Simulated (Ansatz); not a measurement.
# AlNi: do energies and stresses tell the same story?

Method: DFT PBE, scalar-relativistic, plane waves, PAW (Ansatz 0.2.0).

Cutoff 420 eV; k points 14×14×14 on the computed 2-atom cell (Γ-centred); Gaussian smearing, width 0.10 eV; no spin polarisation.

Relaxed cell: Pm-3m, a = 2.893 Å, b = 2.893 Å, c = 2.893 Å, α = 90.00°, β = 90.00°, γ = 90.00°, 2 atoms in the primitive cell. Whether it is the stable form of this composition wasn't checked.

Energies at zero smearing and pressures from the stress tensor, at volumes with shape and atoms relaxed:
```
V (Å³/atom) E − E(first) (meV/atom) P (GPa)
     10.655                     0.00    26.90
     11.018                   -51.11    18.46
     11.381                   -84.59    11.30
     11.744                  -103.10     5.21
     12.107                  -108.85     0.02
     12.471                  -103.74    -4.40
     12.834                   -89.36    -8.16
     13.318                   -58.15   -12.31
```

Check P = −dE/dV between neighbouring volumes, and get the bulk modulus from the pressures alone.

With 1 eV/Å³ = 160.2 GPa:
```json
{"middle V (Å³/atom)": "10.836", "−ΔE/ΔV (GPa)": "22.545", "mean P (GPa)": "22.679"}
{"middle V (Å³/atom)": "11.199", "−ΔE/ΔV (GPa)": "14.770", "mean P (GPa)": "14.880"}
{"middle V (Å³/atom)": "11.563", "−ΔE/ΔV (GPa)": "8.161", "mean P (GPa)": "8.253"}
{"middle V (Å³/atom)": "11.926", "−ΔE/ΔV (GPa)": "2.538", "mean P (GPa)": "2.614"}
{"middle V (Å³/atom)": "12.289", "−ΔE/ΔV (GPa)": "-2.256", "mean P (GPa)": "-2.188"}
{"middle V (Å³/atom)": "12.652", "−ΔE/ΔV (GPa)": "-6.340", "mean P (GPa)": "-6.278"}
{"middle V (Å³/atom)": "13.076", "−ΔE/ΔV (GPa)": "-10.326", "mean P (GPa)": "-10.236"}
```

The two differ by 0.13 GPa at most. The mean of two end pressures misses the average over a step by about ΔV² P″/12, up to 0.11 GPa here; with that taken off 0.02 GPa remains. Around V = 12.107 Å³/atom, the two neighbours give B = −V ΔP/ΔV = 12.107 × 9.60 / 0.726 = 160.1 GPa, against B0 = 159.2 GPa from the Birch–Murnaghan fit of the energies.

A ferromagnetic start lost its moments in a first run, so spin was left out; other magnetic orders weren't tried.